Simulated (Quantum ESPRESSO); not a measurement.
# CdTe (F-43m) in Quantum ESPRESSO: a series of runs, part 4 of 5

Quantum ESPRESSO 7.5. The steps go on from the part before.

## (5) Dielectric tensor, LDA

The input, pw.in:

```
&CONTROL
  calculation = 'scf'
  prefix = 'pwscf'
  outdir = './tmp'
  pseudo_dir = './pseudo'
  tprnfor = .true.
  tstress = .true.
  disk_io = 'low'
/
&SYSTEM
  ibrav = 0
  nat = 2
  ntyp = 2
  ecutwfc = 45
  ecutrho = 360
  nbnd = 15
  occupations = 'smearing'
  smearing = 'fd'
  degauss = 0.00367493
/
&ELECTRONS
  conv_thr = 4d-10
  electron_maxstep = 120
  mixing_beta = 0.5
/
ATOMIC_SPECIES
Te   127.6000 te_lda_v1.uspp.F.UPF
Cd   112.4140 cd_lda_v1.uspp.F.UPF
CELL_PARAMETERS bohr
   0.0000000000    6.0565722294    6.0565722294
   6.0565722294    0.0000000000    6.0565722294
   6.0565722294    6.0565722294    0.0000000000
ATOMIC_POSITIONS bohr
Te     9.0848583441    9.0848583441    9.0848583441
Cd     0.0000000000    0.0000000000    0.0000000000
K_POINTS automatic
6 6 6 1 1 1
```

The input, gamma.in:

```
&CONTROL
  calculation = 'bands'
  prefix = 'pwscf'
  outdir = './tmp'
  pseudo_dir = './pseudo'
  disk_io = 'low'
  verbosity = 'high'
/
&SYSTEM
  ibrav = 0
  nat = 2
  ntyp = 2
  ecutwfc = 45
  ecutrho = 360
  nbnd = 15
  occupations = 'smearing'
  smearing = 'fd'
  degauss = 0.00367493
/
&ELECTRONS
  conv_thr = 1d-08
  electron_maxstep = 120
  mixing_beta = 0.5
  diago_full_acc = .true.
  startingwfc = 'random'
/
ATOMIC_SPECIES
Te   127.6000 te_lda_v1.uspp.F.UPF
Cd   112.4140 cd_lda_v1.uspp.F.UPF
CELL_PARAMETERS bohr
   0.0000000000    6.0565722294    6.0565722294
   6.0565722294    0.0000000000    6.0565722294
   6.0565722294    6.0565722294    0.0000000000
ATOMIC_POSITIONS bohr
Te     9.0848583441    9.0848583441    9.0848583441
Cd     0.0000000000    0.0000000000    0.0000000000
K_POINTS crystal
1
0.0 0.0 0.0 1
```

The input, scf2.in:

```
&CONTROL
  calculation = 'scf'
  prefix = 'pwscf'
  outdir = './tmp'
  pseudo_dir = './pseudo'
  tprnfor = .true.
  tstress = .true.
  disk_io = 'low'
/
&SYSTEM
  ibrav = 0
  nat = 2
  ntyp = 2
  ecutwfc = 45
  ecutrho = 360
  nbnd = 15
  occupations = 'fixed'
/
&ELECTRONS
  conv_thr = 1d-13
  electron_maxstep = 120
  mixing_beta = 0.5
  startingpot = 'file'
/
ATOMIC_SPECIES
Te   127.6000 te_lda_v1.uspp.F.UPF
Cd   112.4140 cd_lda_v1.uspp.F.UPF
CELL_PARAMETERS bohr
   0.0000000000    6.0565722294    6.0565722294
   6.0565722294    0.0000000000    6.0565722294
   6.0565722294    6.0565722294    0.0000000000
ATOMIC_POSITIONS bohr
Te     9.0848583441    9.0848583441    9.0848583441
Cd     0.0000000000    0.0000000000    0.0000000000
K_POINTS automatic
6 6 6 1 1 1
```

The input, ph.in:

```
dielectric of CdTe
&INPUTPH
  prefix = 'pwscf'
  outdir = './tmp'
  tr2_ph = 1d-18
  fildyn = 'dyn'
  niter_ph = 90
  alpha_mix(1) = 0.7
  epsil = .true.
  trans = .false.
  zeu = .true.
/
0.0000000000 0.0000000000 0.0000000000
```

Potentials or basis: GBRV 1.5 LDA.

Run with:

```sh
> OMP_NUM_THREADS=1 pw.x -in pw.in > pw.out
> OMP_NUM_THREADS=1 pw.x -in gamma.in > gamma.out
> OMP_NUM_THREADS=1 pw.x -in scf2.in > scf2.out
> OMP_NUM_THREADS=1 ph.x -in ph.in > ph.out
```

pw.out:

```text
This program is part of the open-source Quantum ESPRESSO suite
     for quantum simulation of materials; please cite
[... 9 lines left out ...]
     --------------------
     sticks:   dense  smooth     PW     G-vecs:    dense   smooth      PW
     Sum        1813     913    283                51253    18149    3119

     Using Slab Decomposition

     bravais-lattice index     =            0
     lattice parameter (alat)  =       8.5653  a.u.
     unit-cell volume          =     444.3352 (a.u.)^3
     number of atoms/cell      =            2
     number of atomic types    =            2
     number of electrons       =        18.00
     number of Kohn-Sham states=           15
     kinetic-energy cutoff     =      45.0000  Ry
     charge density cutoff     =     360.0000  Ry
     scf convergence threshold =      4.0E-10
     mixing beta               =       0.5000
     number of iterations used =            8  plain     mixing
     Exchange-correlation= SLA  PZ   NOGX NOGC
                           (   1   1   0   0   0   0   0)

     celldm(1)=   8.565287  celldm(2)=   0.000000  celldm(3)=   0.000000
     celldm(4)=   0.000000  celldm(5)=   0.000000  celldm(6)=   0.000000

     crystal axes: (cart. coord. in units of alat)
               a(1) = (   0.000000   0.707107   0.707107 )
               a(2) = (   0.707107   0.000000   0.707107 )
               a(3) = (   0.707107   0.707107   0.000000 )

     reciprocal axes: (cart. coord. in units 2 pi/alat)
               b(1) = ( -0.707107  0.707107  0.707107 )
               b(2) = (  0.707107 -0.707107  0.707107 )
               b(3) = (  0.707107  0.707107 -0.707107 )

     PseudoPot. # 1 for Te read from file:
     te_lda_v1.uspp.F.UPF
     Pseudo is Ultrasoft + core correction, Zval =  6.0
     Generated by new atomic code, or converted to UPF format
     Using radial grid of  891 points,  5 beta functions with:
                l(1) =   0
                l(2) =   0
                l(3) =   1
                l(4) =   1
                l(5) =   2
     Q(r) pseudized with  6 coefficients,  rinner =    1.800   1.800   1.800
                                                       1.800   1.800

     PseudoPot. # 2 for Cd read from file:
     cd_lda_v1.uspp.F.UPF
     Pseudo is Ultrasoft + core correction, Zval = 12.0
     Generated by new atomic code, or converted to UPF format
     Using radial grid of  889 points,  6 beta functions with:
                l(1) =   0
                l(2) =   0
                l(3) =   1
                l(4) =   1
                l(5) =   2
                l(6) =   2
     Q(r) pseudized with  6 coefficients,  rinner =    1.000   1.000   1.000
                                                       1.000   1.000

     atomic species   valence    mass     pseudopotential
     Te                6.00   127.60000     Te( 1.00)
     Cd               12.00   112.41400     Cd( 1.00)

     24 Sym. Ops. (no inversion) found

   Cartesian axes

     site n.     atom                  positions (alat units)
         1        Te     tau(   1) = (   1.0606602   1.0606602   1.0606602  )
         2        Cd     tau(   2) = (   0.0000000   0.0000000   0.0000000  )

     number of k points=    28  Fermi-Dirac smearing, width (Ry)=  0.0037
                       cart. coord. in units 2pi/alat
        k(    1) = (   0.0589256   0.0589256   0.0589256), wk =   0.0185185
        k(    2) = (   0.1767767   0.1767767  -0.0589256), wk =   0.0555556
        k(    3) = (   0.2946278   0.2946278  -0.1767767), wk =   0.0555556
        k(    4) = (  -0.2946278  -0.2946278   0.4124790), wk =   0.0555556
        k(    5) = (  -0.1767767  -0.1767767   0.2946278), wk =   0.0555556
        k(    6) = (  -0.0589256  -0.0589256   0.1767767), wk =   0.0555556
[... 20 lines left out ...]
        k(   27) = (   0.2946278   0.2946278   0.2946278), wk =   0.0185185
        k(   28) = (  -0.2946278  -0.2946278   0.8838835), wk =   0.0555556

     Dense  grid:    51253 G-vectors     FFT dimensions: (  54,  54,  54)

     Smooth grid:    18149 G-vectors     FFT dimensions: (  40,  40,  40)

     Initial potential from superposition of free atoms

     starting charge      17.4998, renormalised to      18.0000

     negative rho (up, down):  1.836E-02 0.000E+00
     Starting wfcs are   13 randomized atomic wfcs +    2 random wfcs

     Self-consistent Calculation

     iteration #  1     ecut=    45.00 Ry     beta= 0.50
     Davidson diagonalization with overlap
     ethr =  1.00E-02,  avg # of iterations =  6.1

     Threshold (ethr) on eigenvalues was too large:
     Diagonalizing with lowered threshold

     Davidson diagonalization with overlap
     ethr =  4.67E-04,  avg # of iterations =  2.1

     negative rho (up, down):  1.792E-02 0.000E+00
[... 58 lines left out ...]
     iteration #  8     ecut=    45.00 Ry     beta= 0.50
     Davidson diagonalization with overlap
     ethr =  4.16E-10,  avg # of iterations =  2.6

     negative rho (up, down):  1.864E-02 0.000E+00

     End of self-consistent calculation

          k = 0.0589 0.0589 0.0589 (  2238 PWs)   bands (ev):

    -6.2241  -3.1085  -3.1085  -3.0948  -2.8239  -2.8239   4.4456   5.1677
     5.1677   6.4701   9.6409   9.7943   9.7943  13.1206  14.2419
[... 73 lines left out ...]
    -5.6776  -2.9571  -2.9340  -2.9203  -2.7846  -2.3340   0.7479   3.0933
     3.2858   7.6916   8.0223  13.3839  13.9587  14.4588  16.2247

          k =-0.5303 0.1768-0.0589 (  2268 PWs)   bands (ev):

    -5.7389  -2.9896  -2.9753  -2.8911  -2.7962  -2.4488   1.0758   3.0449
     3.5212   8.2423   8.9157  11.2370  12.9313  14.0267  16.3289

          k =-0.4125 0.0589 0.0589 (  2264 PWs)   bands (ev):
[... 51 lines left out ...]
    -5.7654  -3.0263  -3.0170  -2.8280  -2.8141  -2.4046   0.6874   3.3020
     4.1628   7.9077   9.8879  10.9413  12.2178  14.0320  14.7747

     the Fermi energy is     5.8377 ev

!    total energy              =    -141.11290498 Ry
     estimated scf accuracy    <          3.6E-10 Ry
     smearing contrib. (-TS)   =      -0.00000001 Ry
     internal energy E=F+TS    =    -141.11290497 Ry

     The total energy is F=E-TS. E is the sum of the following terms:
     one-electron contribution =     -45.25225004 Ry
     hartree contribution      =      35.21779783 Ry
     xc contribution           =     -53.41455993 Ry
     ewald contribution        =     -77.66389283 Ry

     convergence has been achieved in   8 iterations

     negative rho (up, down):  1.864E-02 0.000E+00

     Forces acting on atoms (cartesian axes, Ry/au):

     atom    1 type  1   force =     0.00000000    0.00000000   -0.00000000
     atom    2 type  2   force =    -0.00000000   -0.00000000    0.00000000

     Total force =     0.000000     Total SCF correction =     0.000000

     Computing stress (Cartesian axis) and pressure

     negative rho (up, down):  1.864E-02 0.000E+00
          total   stress  (Ry/bohr**3)                   (kbar)     P=        3.01
   0.00002045   0.00000000  -0.00000000            3.01        0.00       -0.00
  -0.00000000   0.00002045   0.00000000           -0.00        3.01        0.00
  -0.00000000   0.00000000   0.00002045           -0.00        0.00        3.01

=------------------------------------------------------------------------------=
   JOB DONE.
=------------------------------------------------------------------------------=
```

scf2.out:

```text
This program is part of the open-source Quantum ESPRESSO suite
     for quantum simulation of materials; please cite
[... 9 lines left out ...]
     --------------------
     sticks:   dense  smooth     PW     G-vecs:    dense   smooth      PW
     Sum        1813     913    283                51253    18149    3119
[... 335 lines left out ...]
   0.00002079  -0.00000000   0.00000000            3.06       -0.00        0.00
  -0.00000000   0.00002079  -0.00000000           -0.00        3.06       -0.00
  -0.00000000  -0.00000000   0.00002079           -0.00       -0.00        3.06

=------------------------------------------------------------------------------=
   JOB DONE.
=------------------------------------------------------------------------------=
```

Wall time 2.1 min (1 thread of Intel Xeon 6975P-C (Granite Rapids), shared host); peak memory 0.23 GiB.

Results:

```yaml
Free_energy: -1919.9389 eV
Pressure: 0.3 GPa
Electronic_dielectric_tensor_diagonal: 9.29
Born_charges_mean_of_the_diagonal: Te -2.14; Cd +2.13 e
```

Electronic dielectric tensor:
```
9.29 0.00 0.00
0.00 9.29 0.00
0.00 0.00 9.29
```

Born effective charge tensors (e):
atom 1, Te
```
-2.14  0.00  0.00
 0.00 -2.14  0.00
 0.00  0.00 -2.14
```
atom 2, Cd
```
2.13 0.00 0.00
0.00 2.13 0.00
0.00 0.00 2.13
```

Caveat: the mesh is thin for the dielectric tensor, Born charges and intensities, which usually come out too large. The run has no spin-orbit coupling, so splittings on Te are missing.

(Continued in part 5 of 5.)
